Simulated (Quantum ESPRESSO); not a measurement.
**KI: zone-centre phonons and dielectric response under several settings**

```
I K
1.0
     0.00000    3.53277    3.53277
     3.53277    0.00000    3.53277
     3.53277    3.53277    0.00000
I K
1 1
Cartesian
  3.5328 3.5328 3.5328
  0.0000 0.0000 0.0000
```

All runs used Quantum ESPRESSO 7.5; k mesh 2 × 2 × 2, shifted; relaxed cell; no spin polarisation; occupations smeared at first, fixed for the response.

```csv
level,potentials,cutoff (eV),volume (Å³/atom),lowest optical mode without the field (cm⁻¹),highest mode with the field (cm⁻¹),ε∞ (mean),ε0 (mean),Born charge of atom 1 (e)
BLYP,Ansatz NC SR PBE,952,?,?,?,?,?,?
PBE,SPMS 1.0 PBE,912,46.14,90,128,2.78,5.7,-1.13
```

**Question.** What stands in the row left open?

**Answer.** Volume 49.07 Å³/atom; lowest optical mode without the field 81 cm⁻¹; highest mode with the field 122 cm⁻¹; ε∞ 2.67; ε0 6.1; Born charge of atom 1 -1.14 e.

Caveats: all runs use coarse meshes; the potentials were made for another functional, which shifts forces and pressure (some runs).

For the row left open. Caveat: the k mesh is coarse (spacing up to 0.77 Å⁻¹), so the values aren't converged; the potentials were made for another functional, which shifts forces and pressure.
